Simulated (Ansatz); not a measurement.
Zn under changes of volume

One of the cells (15.169 Å³/atom); the others are scaled copies at fixed shape and fractional positions:

```xyz
1
Lattice="0.0000 1.9648 1.9648 1.9648 0.0000 1.9648 1.9648 1.9648 0.0000" Properties=species:S:1:pos:R:3 pbc="T T T"
Zn    0.0000    0.0000    0.0000
```

This isn't the form of Zn at room conditions, which is hcp.

| Item | Value |
| --- | --- |
| Program | Ansatz 0.2.0 |
| Functional | PBEsol |
| Potentials or basis | Ansatz PAW |
| Cutoff | 420 eV (not typed: the program's choice for these potentials) |
| k mesh | 12 × 12 × 12 |
| Occupations | fermi-dirac, width 0.05 eV |
| Spin | no spin polarisation |

| volume (Å³/atom) | energy over the lowest point (meV/atom) | pressure (GPa) |
| --- | --- | --- |
| 14.259 | 0.00 | -0.9 |
| 14.563 | ? | ? |
| 14.866 | 9.73 | -4.0 |
| 15.169 | 18.55 | -5.2 |
| 15.473 | 29.49 | -6.3 |
| 15.776 | 42.33 | -7.2 |
| 16.080 | 56.82 | -8.0 |

**Question.** What does the run at 14.563 Å³/atom give?

**Answer.** Energy over the lowest point 3.47 meV/atom; pressure -2.6 GPa.

Worked out: A Birch-Murnaghan fit of order 3 (a polynomial in V^(-2/3)) to the other rows has its minimum at 14.09 Å³/atom, just outside them, with B0 = V·E''(V) = 87 GPa and B' = 5.4. It gives 3.45 meV/atom at 14.563 Å³/atom, against the run's 3.47, and -dE/dV = -2.6 GPa, against -2.6.

Energies are extrapolated to zero smearing.

Caveats: the PAW data sets come from PBE, with cores solved anew for the run's functional, which leaves a small shift of forces and pressure.
